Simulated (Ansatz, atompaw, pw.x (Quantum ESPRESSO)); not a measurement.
# pw.x on bcc Zr: one setting changed

Potential: PAW, atompaw 4.2.0.5, LDA (PW92); core [Ar] 3d10, reference 4s2 4p6 4d2 5s2 5p0; waves: 4s (bound): rc 1.95 bohr; 5s (bound): rc 2.35 bohr; 4p (bound): rc 1.90 bohr; 5p (bound, empty): rc 2.05 bohr; 4d (bound): rc 2.35 bohr; 4d channel at 4.1 Ry: rc 2.35 bohr; local part: bessel scheme, radius 2.10 bohr; core correction: smooth core density matched at 2.15 bohr; augmentation: sinc compensation charge, radius 2.05 bohr; PAW radius 2.35 bohr; waves and projectors: custom polynom vanderbiltortho.

The reference run (k-mesh 13³, cutoffs 45/450 Ry, Fermi–Dirac 0.01 Ry, mixing_beta 0.4, conv_thr 1e-9, no spin) gives 0.52 GPa at 21.346 Å³/atom, where all-electron LAPW gives -0.43 GPa. This run, with its own iteration cap, changes mixing_ndim to 16.

```
&control
  calculation='scf', prefix='x', pseudo_dir='./', outdir='./tmp', tstress=.true., disk_io='none'
/
&system
  ibrav=0, nat=1, ntyp=1, ecutwfc=45, ecutrho=450, nbnd=14,
  occupations='smearing', smearing='fd', degauss=0.01
/
&electrons
  conv_thr=1e-09, mixing_beta=0.4, electron_maxstep=50, mixing_ndim=16
/
ATOMIC_SPECIES
Zr 1.0 Zr.UPF
CELL_PARAMETERS angstrom
  -1.74750665 1.74750665 1.74750665
  1.74750665 -1.74750665 1.74750665
  1.74750665 1.74750665 -1.74750665
ATOMIC_POSITIONS crystal
Zr 0.0000 0.0000 0.0000
K_POINTS automatic
13 13 13 0 0 0
```

```bash
pw.x < Zr.scf.in > Zr.scf.out
```

**Question.** How does the run end?

**Answer.** It converges in 7 iterations; the free energy moves by +0.0 meV/atom and the pressure by +0.00 GPa. The result is that of the reference run.

```
Message from routine setup:
     using ibrav=0 with symmetry is DISCOURAGED, use correct ibrav instead
     lattice parameter (alat)  =       5.7198  a.u.
     unit-cell volume          =     144.0499 (a.u.)^3
     number of electrons       =        12.00
     number of Kohn-Sham states=           14
     kinetic-energy cutoff     =      45.0000  Ry
     charge density cutoff     =     450.0000  Ry
     scf convergence threshold =      1.0E-09
     Exchange-correlation= SLA PW NOGX NOGC
     number of k points=    84  Fermi-Dirac smearing, width (Ry)=  0.0100
     iteration #  1     ecut=    45.00 Ry     beta= 0.40
     total energy              =    -299.27711091 Ry
     estimated scf accuracy    <       0.01022678 Ry
     iteration #  2     ecut=    45.00 Ry     beta= 0.40
     total energy              =    -299.27750837 Ry
     estimated scf accuracy    <       0.00110248 Ry
     iteration #  3     ecut=    45.00 Ry     beta= 0.40
     total energy              =    -299.27771776 Ry
     estimated scf accuracy    <       0.00003733 Ry
     iteration #  4     ecut=    45.00 Ry     beta= 0.40
     total energy              =    -299.27772119 Ry
     estimated scf accuracy    <       0.00000167 Ry
     iteration #  5     ecut=    45.00 Ry     beta= 0.40
     total energy              =    -299.27772139 Ry
     estimated scf accuracy    <       0.00000020 Ry
     iteration #  6     ecut=    45.00 Ry     beta= 0.40
     total energy              =    -299.27772141 Ry
     estimated scf accuracy    <          1.9E-09 Ry
     iteration #  7     ecut=    45.00 Ry     beta= 0.40
     the Fermi energy is    14.7289 ev
!    total energy              =    -299.27772141 Ry
     estimated scf accuracy    <          8.9E-10 Ry
     smearing contrib. (-TS)   =      -0.00733672 Ry
     The total energy is F=E-TS. E is the sum of the following terms:
     one-electron contribution =     -12.38904153 Ry
     hartree contribution      =      14.17503708 Ry
     xc contribution           =     -11.85639160 Ry
     ewald contribution        =     -79.34593970 Ry
     one-center paw contrib.   =    -209.85404893 Ry
     convergence has been achieved in   7 iterations
          total   stress  (Ry/bohr**3)                   (kbar)     P=        5.24
     Message from routine punch:
     Nothing written, as per user request (disk_io='none')
```

The run took about 5.6 s on one core of a shared host (AMD EPYC 9R45 96-Core Processor, 96 threads, 376 GiB, load 28).
